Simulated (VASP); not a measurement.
Here is a VASP 6.6.1 calculation.

Contents of INCAR:

```
PREC     = Accurate       # precision mode
ENCUT    = 520            # plane-wave cutoff, eV
EDIFF    = 1E-7           # SCF threshold, eV
ISMEAR   = -1             # smearing method
SIGMA    = 0.05           # smearing width, eV
LREAL    = F              # projectors in reciprocal space
LASPH    = T              # aspherical terms in the spheres
NELM     = 80             # most SCF steps
ALGO     = Normal         # electronic algorithm
ISIF     = 2              # what is computed and relaxed
LWAVE    = F              # write WAVECAR
LCHARG   = T              # write CHGCAR
GGA      = PS             # functional
LELF     = T              # ELF
LVHAR    = T            
NBANDS   = 16             # bands
```

The input KPOINTS:

```
Automatic mesh
0
Gamma
  7 7 5
```

Contents of POSCAR:

```
Te
1.0
    4.4540000000      0.0000000000      0.0000000000
   -2.2270000000      3.8572771485      0.0000000000
    0.0000000000      0.0000000000      5.9240000000
Te
3
Direct
    0.7310000000      0.7310000000      0.0000000000
    0.0000000000      0.2690000000      0.6666666667
    0.2690000000      0.0000000000      0.3333333333
```

Potentials or basis: VASP PAW PBE potentials, release 64 (Te).

Run with:

```bash
$ cat potpaw_PBE.64/Te/POTCAR > POTCAR
$ mpirun -np 1 vasp_std > vasp.out
```

**Question.** What does it give for the band gap on the k mesh?

**Answer.** 0.59 eV, indirect (least direct gap 0.76 eV).

**Question.** What does it give for the pressure?

**Answer.** -0.9 GPa.

Forces on the atoms (eV/Å):
```
Te  -0.063 -0.109  0.000
Te  -0.063  0.109  0.000
Te   0.126  0.000  0.000
```

Caveat: the PAW data sets were made with another functional, which shifts forces and pressure a little; spin-orbit coupling is left out, which moves the levels of the heavy elements; an odd mesh through Γ misses points on the zone boundary, where band edges often lie.
